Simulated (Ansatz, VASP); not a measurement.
## One calculation of Nb, two programs

```
CELL_PARAMETERS angstrom
2.73487 0.00000 0.00000
0.00000 2.73487 0.00000
0.00000 0.00000 2.73487
ATOMIC_POSITIONS crystal
Nb 0.00000 0.00000 0.00000
```

Alike in both runs: task single point; functional LDA; k mesh 13 × 13 × 13; occupations fermi-dirac, width 0.1 eV; no spin polarisation.

|  | VASP | Ansatz |
| --- | --- | --- |
| version | VASP 6.6.1 | Ansatz 0.2.0 |
| potentials or method | VASP PAW LDA potentials, release 64 (Nb_sv) | plane waves (420 eV) with PAW, scalar-relativistic |
| plane-wave cutoff (eV) | 520 | 420 |
| valence electrons in the cell | 13 | 13 |

```tsv
	VASP	Ansatz	Ansatz less VASP
pressure (GPa)	-10.4	-10.3	+0.09
```

Ansatz warned: «pseudo_functional_mismatch».
